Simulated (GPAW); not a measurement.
Wanted: an ASE script for a GPAW 26.7.0 run.

```yaml
Task: band structure
Functional: BLYP
Potentials_or_basis: PAW data sets generated in the run's folder for this functional
Cutoff: 600 eV
Basis: pw
k_mesh: 8 × 8 × 5
Occupations: fermi-dirac, width 0.05 eV
Spin: no spin polarisation
Eigensolver: davidson
Maxiter: 150
Band_path: GMKGALHA,LM,KH
Band_points: 80
```

The structure of ZnS (Wurtzite-2H) lies in ZnS.xyz:

```xyz
4
Lattice="3.8110000000 0.0000000000 0.0000000000 -1.9055000000 3.3004228138 0.0000000000 0.0000000000 0.0000000000 6.2340000000" Properties=species:S:1:pos:R:3 pbc="T T T"
Zn     1.9055000002      1.1001409378      3.1170000000
Zn    -0.0000000002      2.2002818760      0.0000000000
S      1.9055000002      1.1001409378      5.5170900000
S     -0.0000000002      2.2002818760      2.4000900000
```

The input as run:

run.py

```python
from ase.dft.bandgap import bandgap
from ase.io import read, write
from ase.units import GPa
from gpaw import GPAW, PW, setup_paths

setup_paths.insert(0, '.')

atoms = read('ZnS.xyz')

calc = GPAW(mode=PW(600),
            xc='BLYP',
            kpts={'size': (8, 8, 5), 'gamma': True},
            occupations={'name': 'fermi-dirac', 'width': 0.05},
            nbands=31,
            convergence={'density': 1e-05, 'energy': 1e-05},
            eigensolver='davidson',
            maxiter=150,
            txt='gpaw.txt')
atoms.calc = calc
energy = atoms.get_potential_energy()
forces = atoms.get_forces()
stress = atoms.get_stress()
calc.write('gs.gpw')
write('result.traj', atoms)
print(f'Energy: {energy:.6f} eV')
print('Forces (eV/A):')
print(forces.round(4))
print('Stress (GPa):', (stress / GPa).round(3))
print('Fermi level:', round(calc.get_fermi_level(), 4), 'eV')
print(f'Gap: {bandgap(calc)[0]:.4f} eV, direct: {bandgap(calc, direct=True)[0]:.4f} eV')

path = atoms.cell.bandpath('GMKGALHA,LM,KH', npoints=80, eps=1e-4)
bs_calc = calc.fixed_density(kpts=path, symmetry='off', nbands=48,
                             convergence={'bands': 'CBM+6.0', 'eigenstates': 1e-6}, txt='bands.txt')
bs = bs_calc.band_structure()
bs.write('bs.json')
print(f'Gap on the path: {bandgap(bs_calc)[0]:.4f} eV')
```

Potentials or basis: PAW data sets generated in the run's folder for this functional, pw.

Command:

```console
$ gpaw-setup -f BLYP S Zn
$ OMP_NUM_THREADS=1 python run.py
```

Results of the run:

The pressure is 5.5 GPa. The largest force is 0.328 eV/Å, the band gap on the k mesh is 2.23 eV, direct and the band gap along the path is 2.23 eV, direct.

It took 3.1 min on 1 thread of Arm Neoverse V2, on a shared host, peak memory 0.46 GiB.
